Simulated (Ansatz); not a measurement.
# Cd: the cost of one run

Computed with Ansatz 0.2.0 (DFT r2SCAN, scalar-relativistic, plane waves, PAW).

## (1) The starting structure

Symmetry: Fm-3m, No. 225, cubic system. The conventional cell has a = 4.436 Å, b = 4.436 Å, c = 4.436 Å, α = 90.00°, β = 90.00°, γ = 90.00°. Cd (site symmetry m-3m) is surrounded by 12 Cd at 3.14 Å.

As a file:

```cif
data_structure
_symmetry_space_group_name_H-M 'P 1'
_symmetry_Int_Tables_number 1
_cell_length_a 3.1369
_cell_length_b 3.1369
_cell_length_c 3.1369
_cell_angle_alpha 60.000
_cell_angle_beta 60.000
_cell_angle_gamma 60.000
_cell_volume 21.83
loop_
_atom_site_label
_atom_site_type_symbol
_atom_site_fract_x
_atom_site_fract_y
_atom_site_fract_z
_atom_site_occupancy
Cd1 Cd 0.00000 0.00000 0.00000 1
```

The structure comes from the Materials Project (structure only).

## (2) Another functional, on a distorted cell: r2SCAN

Against the listed cell: strain xx, yy, zz, yz, xz, xy = -2.3, -2.3, -2.3, +0.0, +0.0, +0.0 %.

Contents of input.yaml:

```yaml
crystal:
  lattice:
    - [0.0, 2.1672210317, 2.1672210317]
    - [2.1672210317, 0.0, 2.1672210317]
    - [2.1672210317, 2.1672210317, 0.0]
  atoms:
    - { symbol: Cd, position: [0.0, 0.0, 0.0] }
basis:
  ecutwfc: 500
kpoints:
  mp_grid: { grid: [16, 16, 16] }
hamiltonian:
  xc: r2scan
scf:
  occupations: { method: gaussian, width: 0.1 }
output:
  forces: true
  stress: true
  eigenvalues: true
```

Launch:

```
$ ansatz run input.yaml --threads 1 --pin off --max-ram 1331MiB --backend cpu --events-out ev --progress --plain --runs-dir out
```

What time and memory should one allow on 1 thread of an x86-64 CPU, shared host?

About 9.8 s, with a peak of 0.4 GiB.
